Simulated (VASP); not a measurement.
# BaTiO3 (Pm-3m) in VASP: a series of runs

One crystal, BaTiO3, is run at these levels: LDA; tasks: single point.

Program: VASP 6.6.1. These are calculated values, not measurements. Logs are shortened: lines on timing, memory, paths and dates and some standing lists are left out, and cuts for length are marked.

## Step 1: Starting point

It takes space group Pm-3m (No. 221, cubic). Conventional cell: a = 4.006 Å, b = 4.006 Å, c = 4.006 Å, α = 90.00°, β = 90.00°, γ = 90.00°. Ba (site symmetry m-3m) is surrounded by 12 O at 2.83 Å. Around Ti (site symmetry m-3m) lie 6 O at 2.00 Å. O (site symmetry 4/mmm) has 2 Ti at 2.00 Å as nearest neighbours.

## Step 2: Single point, LDA

INCAR reads:

```
PREC = Accurate
ENCUT = 650
EDIFF = 1E-7
ISMEAR = 0
SIGMA = 0.05
LREAL = False
LASPH = True
NELM = 100
ALGO = Normal
ISIF = 2
LWAVE = False
LCHARG = False
GGA = CA
ADDGRID = False
```

KPOINTS reads:

```
Automatic mesh
0
Gamma
  4 4 4
```

POSCAR reads:

```
BaTiO3
1.0
    4.0060000000      0.0000000000      0.0000000000
    0.0000000000      4.0060000000      0.0000000000
    0.0000000000      0.0000000000      4.0060000000
Ba Ti O
1 1 3
Direct
    0.5000000000      0.5000000000      0.5000000000
    0.0000000000      0.0000000000      0.0000000000
    0.0000000000      0.0000000000      0.5000000000
    0.0000000000      0.5000000000      0.0000000000
    0.5000000000      0.0000000000      0.0000000000
```

Potentials or basis: VASP PAW LDA potentials, release 64 (Ba_sv, Ti_sv, O).

On the command line:

```
$ cat potpaw_LDA.64/Ba_sv/POTCAR potpaw_LDA.64/Ti_sv/POTCAR potpaw_LDA.64/O/POTCAR > POTCAR
$ mpirun -np 1 vasp_std > vasp.out
```

OUTCAR:

```text
PREC = Accurate
   ENCUT = 650
   EDIFF = 1E-7
   ISMEAR = 0
   LREAL = False
   LASPH = True
   NELM = 100
   ISIF = 2
   GGA = CA

 Found     10 irreducible k-points:

 Following reciprocal coordinates:
            Coordinates               Weight
  0.000000  0.000000  0.000000      1.000000
  0.250000  0.000000  0.000000      6.000000
  0.500000  0.000000  0.000000      3.000000
  0.250000  0.250000  0.000000     12.000000
  0.500000  0.250000  0.000000     12.000000
  0.500000  0.500000  0.000000      3.000000
   k-points           NKPTS =     10   k-points in BZ     NKDIM =     10   number of bands    NBANDS=     24
   number of dos      NEDOS =    301   number of ions     NIONS =      5
   total plane-waves  NPLWV =  46656
   dimension x,y,z NGX =    36 NGY =   36 NGZ =   36
   dimension x,y,z NGXF=    72 NGYF=   72 NGZF=   72
   ions per type =               1   1   3
   NGX,Y,Z   is equivalent  to a cutoff of  14.94, 14.94, 14.94 a.u.
   NGXF,Y,Z  is equivalent  to a cutoff of  29.88, 29.88, 29.88 a.u.
 SYSTEM =  unknown system
   PREC   = accura    normal or accurate (medium, high low for compatibility)
   ISTART =      0    job   : 0-new  1-cont  2-samecut
   ICHARG =      2    charge: 1-file 2-atom 10-const
   ISPIN  =      1    spin polarized calculation?
   LNONCOLLINEAR =      F non collinear calculations
   LSORBIT =      F    spin-orbit coupling
   LASPH  =      T    aspherical Exc in radial PAW
   ENCUT  =  650.0 eV  47.77 Ry    6.91 a.u.   8.33  8.33  8.33*2*pi/ulx,y,z
   NELM   =    100;   NELMIN=  2; NELMDL= -5     # of ELM steps
   EDIFF  = 0.1E-06   stopping-criterion for ELM
   LREAL  =      F    real-space projection
   EDIFFG = 0.1E-05   stopping-criterion for IOM
   NSW    =      0    number of steps for IOM
   IBRION =     -1    ionic relax: 0-MD 1-quasi-New 2-CG
   NFREE  =      0    steps in history (QN), initial steepest desc. (CG)
   ISIF   =      2    stress and relaxation
   ISYM   =      2    0-nonsym 1-usesym 2-fastsym
   POTIM  = 0.5000    time-step for ionic-motion
   TEBEG  =    0.0;   TEEND  =   0.0 temperature during run
   PSTRESS=    0.0 pullay stress
   NELECT =      40.0000    total number of electrons
   NUPDOWN=      -1.0000    fix difference up-down
   EMIN   =  10.00;   EMAX   =-10.00  energy-range for DOS
   EFERMI =   0.00;   METHOD = LEGACY
   ISMEAR =     0;   SIGMA  =   0.05  broadening in eV -4-tet -1-fermi 0-gaus
   EFERMI_NEDOS =   21; number of points for ismear=-14 and -15
   IALGO  =     38    algorithm
   IMIX   =      4    mixing-type and parameters
     AMIX     =   0.40;   BMIX     =  1.00
     AMIX_MAG =   1.60;   BMIX_MAG =  1.00
  volume/ion in A,a.u.               =      12.86        86.77
  Fermi-wavevector in a.u.,A,eV,Ry     =   1.397603  2.641087 26.576187  1.953295
  Thomas-Fermi vector in A             =   2.520843
   LORBIT       =      0    0 simple, 1 ext, 2 COOP (PROOUT), +10 PAW based schemes
   GGA     = CA    functional components
   LHFCALC =     F    Hartree Fock is set to
   AEXX    =    0.0000 exact exchange contribution
   IVDW    =     0    specifies the selected vdW correction
   LEPSILON=     F    determine dielectric tensor
   LRPA    =     F    only Hartree local field effects (RPA)
 non-spin polarized calculation
 Gauss-broadening in eV      SIGMA  =   0.05
  energy-cutoff  :      650.00
  volume of cell :       64.29
 maximum number of plane-waves:      2469
 NGX is ok and might be reduce to    36
   NGX = 17   NGY = 17   NGZ = 17

 number of electron      39.9999998 magnetization

 Free energy of the ion-electron system (eV)
  ---------------------------------------------------
  ext. energy  EPLUGINS =         0.00000000
  ---------------------------------------------------
  free energy    TOTEN  =       -44.09260601 eV

  energy without entropy =      -44.09260601  energy(sigma->0) =      -44.09260601

 E-fermi :   3.8969     XC(G=0): -11.7239

 val. band max:        3.5040861312   @ k =   0.5000   0.5000   0.5000
 cond. band min:       5.1388304349   @ k =   0.0000   0.0000   0.0000
 fundamental gap:      1.6347443037
 Fermi energy:         3.8968508566

 k-point     1 :       0.0000    0.0000    0.0000
  band No.  band energies     occupation
      1     -52.4175      2.00000
      2     -29.0293      2.00000
      3     -29.0293      2.00000
      4     -29.0293      2.00000
      5     -21.1589      2.00000
      6     -13.0707      2.00000
      7     -12.3629      2.00000
      8     -12.3629      2.00000
      9      -6.3781      2.00000
     10      -6.3781      2.00000
     11      -6.3781      2.00000
     12       1.1910      2.00000
     13       1.1910      2.00000
     14       1.1910      2.00000
     15       2.3958      2.00000
     16       2.3958      2.00000
     17       2.3958      2.00000
     18       3.3601      2.00000
     19       3.3601      2.00000
     20       3.3601      2.00000
     21       5.1388      0.00000
     22       5.1388      0.00000
     23       5.1388      0.00000
     24       7.4075      0.00000

 k-point     2 :       0.2500    0.0000    0.0000
  band No.  band energies     occupation
      1     -52.4170      2.00000
      2     -29.0559      2.00000
      3     -29.0282      2.00000
      4     -29.0282      2.00000
      5     -21.0988      2.00000
      6     -13.1522      2.00000
      7     -12.3430      2.00000
      8     -12.2697      2.00000
      9      -6.2926      2.00000
     10      -6.2926      2.00000
     11      -6.1461      2.00000
     12       0.3142      2.00000
     13       0.9940      2.00000
     14       0.9940      2.00000
     15       1.8858      2.00000
     16       1.8858      2.00000
     17       1.9238      2.00000
     18       2.2473      2.00000
     19       3.0238      2.00000
     20       3.0238      2.00000
     21       5.2183      0.00000
     22       6.1350      0.00000
     23       6.1350      0.00000
     24       7.4126      0.00000

 k-point     3 :       0.5000    0.0000    0.0000
  band No.  band energies     occupation
      1     -52.4164      2.00000
      2     -29.0822      2.00000
      3     -29.0271      2.00000
      4     -29.0271      2.00000
      5     -21.0369      2.00000
      6     -13.3202      2.00000
      7     -12.3228      2.00000
      8     -12.0587      2.00000
      9      -6.2022      2.00000
     10      -6.2022      2.00000
     11      -5.9197      2.00000
     12      -0.5184      2.00000
     13       0.6888      2.00000
     14       0.6888      2.00000
     15       1.5125      2.00000
     16       1.5337      2.00000
     17       1.6427      2.00000
     18       1.6427      2.00000
     19       2.7812      2.00000
     20       2.7812      2.00000
     21       5.3017      0.00000
     22       6.9319      0.00000
     23       6.9319      0.00000
     24       7.4163      0.00000

 k-point     4 :       0.2500    0.2500    0.0000
  band No.  band energies     occupation
      1     -52.4164      2.00000
      2     -29.0549      2.00000
      3     -29.0540      2.00000
      4     -29.0272      2.00000
      5     -21.0491      2.00000
      6     -13.0435      2.00000
      7     -12.3424      2.00000
      8     -12.2684      2.00000
      9      -6.3829      2.00000
     10      -6.1974      2.00000
     11      -6.0737      2.00000
     12      -0.0210      2.00000
     13       0.4626      2.00000
     14       0.7652      2.00000
     15       0.9479      2.00000
     16       1.4009      2.00000
     17       1.9778      2.00000
     18       2.4787      2.00000
     19       2.5351      2.00000
     20       3.0148      2.00000
     21       6.0921      0.00000
     22       6.2305      0.00000
     23       6.4673      0.00000
     24       7.9734      0.00000

 k-point     5 :       0.5000    0.2500    0.0000
  band No.  band energies     occupation
      1     -52.4159      2.00000
      2     -29.0804      2.00000
      3     -29.0530      2.00000
      4     -29.0261      2.00000
      5     -20.9982      2.00000
      6     -13.0473      2.00000
      7     -12.2884      2.00000
      8     -12.1868      2.00000
      9      -6.3117      2.00000
     10      -6.1708      2.00000
     11      -6.0963      2.00000
     12      -0.6138      2.00000
     13       0.0270      2.00000
     14       0.2696      2.00000
     15       0.7170      2.00000
     16       1.1836      2.00000
     17       2.0967      2.00000
     18       2.1889      2.00000
     19       2.3761      2.00000
     20       2.9899      2.00000
     21       6.1932      0.00000
     22       6.9343      0.00000
     23       7.0436      0.00000
     24       8.0763      0.00000

 k-point     6 :       0.5000    0.5000    0.0000
  band No.  band energies     occupation
      1     -52.4154      2.00000
      2     -29.0786      2.00000
      3     -29.0786      2.00000
      4     -29.0251      2.00000
      5     -20.9586      2.00000
      6     -12.6976      2.00000
      7     -12.3171      2.00000
      8     -12.3171      2.00000
      9      -6.3923      2.00000
     10      -6.3923      2.00000
     11      -5.9829      2.00000
     12      -0.8353      2.00000
     13      -0.6251      2.00000
     14      -0.3738      2.00000
     15       0.7560      2.00000
     16       0.7560      2.00000
     17       1.7652      2.00000
     18       2.6330      2.00000
     19       2.6330      2.00000
     20       3.4130      2.00000
     21       6.9390      0.00000
     22       6.9390      0.00000
     23       7.3459      0.00000
     24       8.2596      0.00000

 [... further k-points ...]
[... 5 lines left out ...]
  --------------------------------------------------------------------------------------
  -------------------------------------------------------------------------------------
  Total       -3.0047613     -3.0047613     -3.0047613     -0.0000000     -0.0000000      0.0000000
  in kB      -74.8837731    -74.8837731    -74.8837731     -0.0000000     -0.0000000      0.0000000
  external PRESSURE =     -74.8837731 kB  Pullay stress =       0.0000000 kB

 VOLUME and BASIS-vectors are now :
 -----------------------------------------------------------------------------
  energy-cutoff  :      650.00
  volume of cell :       64.29
      direct lattice vectors                 reciprocal lattice vectors
     4.006000000  0.000000000  0.000000000     0.249625562  0.000000000  0.000000000
     0.000000000  4.006000000  0.000000000     0.000000000  0.249625562  0.000000000
     0.000000000  0.000000000  4.006000000     0.000000000  0.000000000  0.249625562

 POSITION                                       TOTAL-FORCE (eV/Angst)
 -----------------------------------------------------------------------------------
      2.00300      2.00300      2.00300         0.000000      0.000000      0.000000
      0.00000      0.00000      0.00000         0.000000      0.000000      0.000000
      0.00000      0.00000      2.00300         0.000000      0.000000      0.000000
      0.00000      2.00300      0.00000         0.000000      0.000000      0.000000
      2.00300      0.00000      0.00000         0.000000      0.000000      0.000000
 -----------------------------------------------------------------------------------
    total drift:                                0.000000      0.000000     -0.000000

  FREE ENERGIE OF THE ION-ELECTRON SYSTEM (eV)
  ---------------------------------------------------
  free  energy   TOTEN  =       -44.0926060130 eV

  energy  without entropy=      -44.0926060130  energy(sigma->0) =      -44.09260601
```

Run time: 32 s. Hardware: 1 thread of AMD EPYC 7R13 (Zen 3), shared host; peak memory 0.15 GiB.

These settings aren't checked as converged: the numbers below hold their error.

Results:

| Quantity | Value |
| --- | --- |
| Free energy | -44.0926 eV |
| Pressure | -7.5 GPa |
| Band gap on the k mesh | 1.63 eV, indirect (least direct gap 1.78 eV) |

Caveat: spin-orbit coupling is left out, which moves the levels of the heavy elements.

(Part 1 of 2 ends here.)
